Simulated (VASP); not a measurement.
# Quasiparticle energies of AlAs in VASP, part 5 of 6

Aim: the quasiparticle gap of AlAs, and what it costs to get it. The cell is of the zinc-blende type, one of the forms listed for this formula. The start is a cell from a database of measured crystal structures.

VASP 6.6.1, plane waves and PAW; the level of theory is named at each step.

So far, quasiparticle gap on the mesh (eV): step 3 (evGW0, evGW0 on PBE) 2.22; step 4 (QPGW0, QPGW0 on PBE) 2.29. Also gap on the k-mesh (eV): step 2 (empty bands, functional PBE) 1.43.

### 5. Orbitals for another starting point

This step: PBE; plane waves and PAW (Al_GW, As_GW) (VASP 6.6.1).

A hybrid converges faster from good orbitals, so a cheap PBE run writes WAVECAR first.

INCAR

```
SYSTEM = AlAs
PREC = Accurate
ENCUT = 300
EDIFF = 1E-05
NELM = 100
ISMEAR = 0
SIGMA = 0.01
LREAL = .FALSE.
ALGO = Normal
GGA = PE
NBANDS = 10
LORBIT = 11
LWAVE = .TRUE.
LCHARG = .FALSE.
KPAR = 8
```

POSCAR

```
AlAs
1.0
    0.0000000000      2.8304000000      2.8304000000
    2.8304000000      0.0000000000      2.8304000000
    2.8304000000      2.8304000000      0.0000000000
Al As
1 1
Direct
    0.0000000000      0.0000000000      0.0000000000
    0.2500000000      0.2500000000      0.2500000000
```

KPOINTS

```
Automatic mesh
0
Gamma
6 6 6
0 0 0
```

The projector-augmented-wave data sets are Al_GW and As_GW (PBE family, release 64).

The run is started by

```bash
mpirun -np 8 vasp_std
```

The log of the run:

```text
[banner, memory and clock lines left out]
running    8 mpi-ranks, on    1 nodes
 distrk:  each k-point on    1 cores,    8 groups
 distr:  one band on    1 cores,    1 groups

 POSCAR found type information on POSCAR AlAs
 POSCAR found :  2 types and       2 ions
 [... a notice as in an earlier step ...]

 LDA part: xc-table for (Slater+PW92), standard interpolation
 POSCAR, INCAR and KPOINTS ok, starting setup
 FFT: planning ... GRIDC
 FFT: planning ... GRID_SOFT
 FFT: planning ... GRID
 WAVECAR not read
 entering main loop
       N       E                     dE             d eps       ncg     rms          rms(c)
DAV:   1     0.869669586198E+01    0.86967E+01   -0.28873E+03   320   0.481E+02
DAV:   2    -0.895227288943E+01   -0.17649E+02   -0.17006E+02   446   0.749E+01
DAV:   3    -0.958901956859E+01   -0.63675E+00   -0.63621E+00   388   0.153E+01
DAV:   4    -0.959782274555E+01   -0.88032E-02   -0.88024E-02   470   0.171E+00
DAV:   5    -0.959787970911E+01   -0.56964E-04   -0.56962E-04   360   0.127E-01    0.274E+00
DAV:   6    -0.940488854838E+01    0.19299E+00   -0.34686E-01   350   0.233E+00    0.150E+00
DAV:   7    -0.937071934214E+01    0.34169E-01   -0.17534E-01   386   0.180E+00    0.465E-01
DAV:   8    -0.937146876124E+01   -0.74942E-03   -0.12951E-02   346   0.583E-01    0.575E-02
DAV:   9    -0.937165744976E+01   -0.18869E-03   -0.52918E-04   402   0.133E-01    0.261E-02
DAV:  10    -0.937173022459E+01   -0.72775E-04   -0.11981E-04   370   0.609E-02    0.500E-03
DAV:  11    -0.937173243672E+01   -0.22121E-05   -0.16251E-05   364   0.186E-02
   1 F= -.93717324E+01 E0= -.93717324E+01  d E =-.832038E-45
 writing wavefunctions
```

Wall time 4 s (8 MPI ranks of AMD EPYC 7R43, shared host); peak memory 0.83 GiB; 19 s of CPU time.

OUTCAR, selected parts (step 5):

```text
   k-points           NKPTS =     16   k-points in BZ     NKDIM =     16   number of bands    NBANDS=     10

   NELECT =       8.0000    total number of electrons

 E-fermi :   3.5267

 k-point     1 :       0.0000    0.0000    0.0000
  band No.  band energies     occupation
      1      -8.4386      2.00000
      2       3.4296      2.00000
      3       3.4296      2.00000
      4       3.4296      2.00000
      5       5.4766      0.00000
      6       7.7141      0.00000
      7       7.7141      0.00000
      8       7.7141      0.00000
      9      12.2970      0.00000
    ...

  Total        0.7717416      0.7717416      0.7717416     -0.0000000      0.0000000      0.0000000
  in kB       27.2652235     27.2652235     27.2652235     -0.0000000      0.0000000      0.0000000
  external PRESSURE =      27.2652235 kB  Pullay stress =       0.0000000 kB

 POSITION                                       TOTAL-FORCE (eV/Angst)
 -----------------------------------------------------------------------------------
      0.00000      0.00000      0.00000        -0.000000     -0.000000     -0.000000
      1.41520      1.41520      1.41520         0.000000      0.000000      0.000000
 -----------------------------------------------------------------------------------
    total drift:                               -0.000002     -0.000002     -0.000002

  FREE ENERGIE OF THE ION-ELECTRON SYSTEM (eV)
  ---------------------------------------------------
  free  energy   TOTEN  =        -9.3717324367 eV

  energy  without entropy=       -9.3717324367  energy(sigma->0) =       -9.37173244

[... 7 parts as in an earlier step ...]

[... 9 further parts left out ...]
```

This step gave:

```yaml
free_energy_toten: -9.372 eV
fermi_energy: 3.527 eV
pressure: 2.727 GPa
gap_on_the_k_mesh: 1.433 eV
```

The run ends at a pressure of 2.73 GPa.

### 6. Another starting point

This step: HSE06; plane waves and PAW (Al_GW, As_GW) (VASP 6.6.1).

To see how much the result owes to its start, the ground state is made again with HSE06. A small SIGMA keeps every occupation at zero or full.

INCAR

```
SYSTEM = AlAs
PREC = Accurate
ENCUT = 300
EDIFF = 1E-08
NELM = 100
ISMEAR = 0
SIGMA = 0.01
LREAL = .FALSE.
ALGO = Normal
LHFCALC = .TRUE.
AEXX = 0.25
GGA = PE
HFSCREEN = 0.2
LASPH = .TRUE.
NBANDS = 10
PRECFOCK = Fast
LORBIT = 11
LWAVE = .TRUE.
LCHARG = .FALSE.
KPAR = 8
```

POSCAR is that of step 5.

KPOINTS is that of step 5.

The run starts from files that an earlier step left in the folder.

The run is started by

```bash
mpirun -np 8 vasp_std
```

The log of the run:

```text
[banner, memory and clock lines left out]
running    8 mpi-ranks, on    1 nodes
 distrk:  each k-point on    1 cores,    8 groups
 distr:  one band on    1 cores,    1 groups

 POSCAR found type information on POSCAR AlAs
 POSCAR found :  2 types and       2 ions
 [... a notice as in an earlier step ...]

 LDA part: xc-table for (Slater+PW92), standard interpolation
 found WAVECAR, reading the header
 POSCAR, INCAR and KPOINTS ok, starting setup
 FFT: planning ... GRIDC
 FFT: planning ... GRID_SOFT
 FFT: planning ... GRID
 reading WAVECAR
 the WAVECAR file was read successfully
 initial charge from wavefunction
 entering main loop
       N       E                     dE             d eps       ncg     rms          rms(c)
DAV:   1    -0.109321893591E+02   -0.10932E+02   -0.28894E-01   342   0.323E+00    0.217E-01
DAV:   2    -0.109343344214E+02   -0.21451E-02   -0.77756E-03   410   0.587E-01    0.158E-01
DAV:   3    -0.109338259840E+02    0.50844E-03   -0.57858E-04   404   0.125E-01    0.959E-02
DAV:   4    -0.109336695406E+02    0.15644E-03   -0.16522E-04   398   0.573E-02    0.573E-02
DAV:   5    -0.109336211744E+02    0.48366E-04   -0.30643E-05   386   0.259E-02    0.347E-02
DAV:   6    -0.109336036963E+02    0.17478E-04   -0.60043E-06   392   0.134E-02    0.210E-02
DAV:   7    -0.109335979851E+02    0.57112E-05   -0.23220E-06   424   0.850E-03    0.126E-02
DAV:   8    -0.109335961617E+02    0.18234E-05   -0.80432E-07   420   0.514E-03    0.757E-03
DAV:   9    -0.109335956285E+02    0.53325E-06   -0.29209E-07   436   0.312E-03    0.454E-03
DAV:  10    -0.109335954805E+02    0.14800E-06   -0.10047E-07   392   0.188E-03    0.273E-03
DAV:  11    -0.109335955361E+02   -0.55654E-07   -0.37747E-08   392   0.116E-03    0.164E-03
DAV:  12    -0.109335955866E+02   -0.50457E-07   -0.14207E-08   342   0.722E-04    0.985E-04
DAV:  13    -0.109335956181E+02   -0.31502E-07   -0.50471E-09   218   0.450E-04    0.597E-04
DAV:  14    -0.109335956249E+02   -0.67790E-08   -0.25342E-09   188   0.340E-04
   1 F= -.10933596E+02 E0= -.10933596E+02  d E =-.223524E-43
 writing wavefunctions
```

The job ended after 94 s (8 MPI ranks; peak memory 1.5 GiB; 9.9 min of CPU time).

From OUTCAR (step 6):

```text
   k-points           NKPTS =     16   k-points in BZ     NKDIM =    216   number of bands    NBANDS=     10

   NELECT =       8.0000    total number of electrons

  exchange ACFDT corr.  =         0.00000000  see jH, gK, PRB 81, 115126

 E-fermi :   3.0560

 k-point     1 :       0.0000    0.0000    0.0000
  band No.  band energies     occupation
      1     -10.1056      2.00000
      2       2.9606      2.00000
      3       2.9606      2.00000
      4       2.9606      2.00000
      5       5.8774      0.00000
      6       8.1219      0.00000
      7       8.1219      0.00000
      8       8.1219      0.00000
      9      12.8470      0.00000
    ...

  FREE ENERGIE OF THE ION-ELECTRON SYSTEM (eV)
  ---------------------------------------------------
  free  energy   TOTEN  =       -10.9335956249 eV

  energy  without entropy=      -10.9335956249  energy(sigma->0) =      -10.93359562

[... 8 parts as in an earlier step ...]

[... 9 further parts left out ...]
```

The PAW data sets were made with PBE, which is usual practice but a small mismatch for other functionals.

Numbers from this step:

| Item | Value |
| --- | --- |
| free energy (TOTEN) | -10.93 eV |
| Fermi energy | 3.056 eV |
| gap on the k-mesh | 2.089 eV |
| least direct gap on the k-mesh | 2.917 eV |

### 7. Empty bands, functional HSE06

The next step needs empty bands that the ground-state run didn't converge, so the Hamiltonian is diagonalised exactly for NBANDS bands, in a single step. LOPTICS writes the k-derivatives of the orbitals (WAVEDER), which give the long-wavelength limit of the screening.

INCAR

```
SYSTEM = AlAs
PREC = Accurate
ENCUT = 300
ISMEAR = 0
SIGMA = 0.01
LREAL = .FALSE.
LHFCALC = .TRUE.
AEXX = 0.25
GGA = PE
HFSCREEN = 0.2
LASPH = .TRUE.
NBANDS = 296
PRECFOCK = Fast
ALGO = Exact
NELM = 1
LWAVE = .TRUE.
LCHARG = .FALSE.
LOPTICS = .TRUE.
NEDOS = 1000
CSHIFT = 0.1
```

POSCAR is that of step 6.

KPOINTS is that of step 6.

The WAVECAR or CHGCAR of an earlier step is read.

The run is started by

```bash
mpirun -np 8 vasp_std
```

The log of the run:

```text
[banner, memory and clock lines left out]
running    8 mpi-ranks, on    1 nodes
[...]
[... a notice as in an earlier step ...]

 LDA part: xc-table for (Slater+PW92), standard interpolation
 found WAVECAR, reading the header
  number of bands has changed, file:    10 present:   296
  trying to continue reading WAVECAR, but it might fail
 POSCAR, INCAR and KPOINTS ok, starting setup
[...]
reading WAVECAR
 random initialization beyond band           10
 the WAVECAR file was read successfully
 initial charge from wavefunction
 entering main loop
       N       E                     dE             d eps       ncg     rms          rms(c)
DIA:   1    -0.109335956664E+02   -0.10934E+02    0.00000E+00     0   0.000E+00
   1 F= -.10933596E+02 E0= -.10933596E+02  d E =-.121538E-55
 writing wavefunctions
 optical routines
 imaginary and real dielectric function
 recalculating local potential from charge density
 direction            1
 direction            2
 direction            3
```

Wall time 10 min (8 MPI ranks); peak memory 1.7 GiB.

OUTCAR, selected parts (step 7):

```text
 POSITION                                       TOTAL-FORCE (eV/Angst)
 -----------------------------------------------------------------------------------
      0.00000      0.00000      0.00000         0.000000     -0.000000      0.000000
      1.41520      1.41520      1.41520        -0.000000      0.000000     -0.000000
 -----------------------------------------------------------------------------------
    total drift:                               -0.000002     -0.000002     -0.000002

  FREE ENERGIE OF THE ION-ELECTRON SYSTEM (eV)
  ---------------------------------------------------
  free  energy   TOTEN  =       -10.9335956664 eV

  energy  without entropy=      -10.9335956664  energy(sigma->0) =      -10.93359567

[... 2 parts as in an earlier step ...]

[... 1 further part left out ...]
[key lines of the parts left out:]
E-fermi :   3.0699
```

[end of part 5 of 6]

[Lines on the potential files, build, host, timing and source positions are cut from VASP's logs without a mark.]

[Logs are printed without paths, hosts, clocks, repeated set-up lines and the standing remarks that a program may print on its own settings, such as how far it seeks lower states.]

[Hosts, paths, dates, database ids (printed as entryN), source tags and the programs' standing remarks are cut or masked in the printed files.]

[Pressures printed for these runs are not shown converged in the cutoff: they can be off by several GPa and have the wrong sign.]

[In band tables of VASP the shares of atoms and orbitals are scaled to a sum of 1 inside the atoms' spheres.]
